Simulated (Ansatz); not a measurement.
**From the elastic tensor of GaO to moduli and sound speeds**

The calculation used Ansatz, DFT PBE, scalar-relativistic, plane waves, PAW. Settings: 420 eV plane-wave cutoff, Γ-centred 12×12×2 mesh, fixed occupations. No spin polarisation.

Symmetry: P-6m2, No. 187, hexagonal system. Conventional cell: a = 3.101 Å, b = 3.101 Å, c = 14.663 Å, α = 90.00°, β = 90.00°, γ = 120.00°. Ga (site symmetry 3m) is surrounded by 3 O at 1.93 Å. Ga (site symmetry 3m) has 3 O at 1.93 Å as nearest neighbours. O (site symmetry 3m) has 3 Ga at 1.93 Å as nearest neighbours. O (site symmetry 3m) has 3 Ga at 1.93 Å as nearest neighbours.

The cell was built by swapping an element in a database structure (itself possibly hypothetical) and relaxing; it need not be the stable form of this composition. The crystal is built of layers and no dispersion correction was added, so the binding between them is poorly described, and with it their spacing and whatever depends on it.

Relaxed-ion constants (GPa, on the Cartesian axes of the calculation):
C11 = 189.8, C12 = 68.2, C13 = 2.8, C22 = 189.8, C23 = 2.8, C33 = 4.7, C44 = 2.5, C55 = 2.5, C66 = 60.8 GPa; the others vanish.

Density 4.663 g/cm³; 8 atoms in 122.10 Å³.

The values that follow are for a polycrystal of randomly turned grains, by Hill's mean where one number stands. In a crystal this anisotropic the Voigt and Reuss bounds lie far apart, so Hill's mean and the sound speeds and Debye temperature from it are rough.

```
Bulk modulus, Voigt / Reuss / Hill          : 59.1 / 4.7 / 31.9 GPa
Shear modulus, Voigt / Reuss / Hill         : 33.9 / 4.4 / 19.1 GPa
Young's modulus                             : 48 GPa
Poisson ratio                               : 0.250
Pugh ratio B/G                              : 1.67
Universal anisotropy index                  : 44.82
Longitudinal and transverse sound speeds    : 3510 and 2026 m/s
Debye temperature from the mean sound speed : 270 K
```

Cost: 1 run of about 38 core-minutes, on Arm Neoverse V2 (shared hosts).

The tensor describes stiff sheets that are only loosely coupled: C11 is 189.8 GPa against 4.7 GPa for C33, and the in-plane shear constant C66 of 60.8 GPa dwarfs C44 at 2.5 GPa. In-plane strain works against short, polar-covalent Ga–O bonds, whereas strain along c or basal shear is taken up mostly between the sheets. That softness may reflect intrinsically weak contact between the layers, the missing dispersion attraction, or both.

Under hydrostatic pressure the single crystal responds with the Reuss bulk modulus, because stress is then uniform and the soft axis takes nearly all the compression. The much larger Voigt value reflects the in-plane stiffness. The ordinary-looking Poisson and Pugh ratios are therefore products of averaging and no guide to ductility; easy basal shear and cleavage are more likely.

The tensor is positive definite, so the cell resists small homogeneous strains, but this does not settle whether the monoxide would survive disproportionation into gallium and Ga2O3.
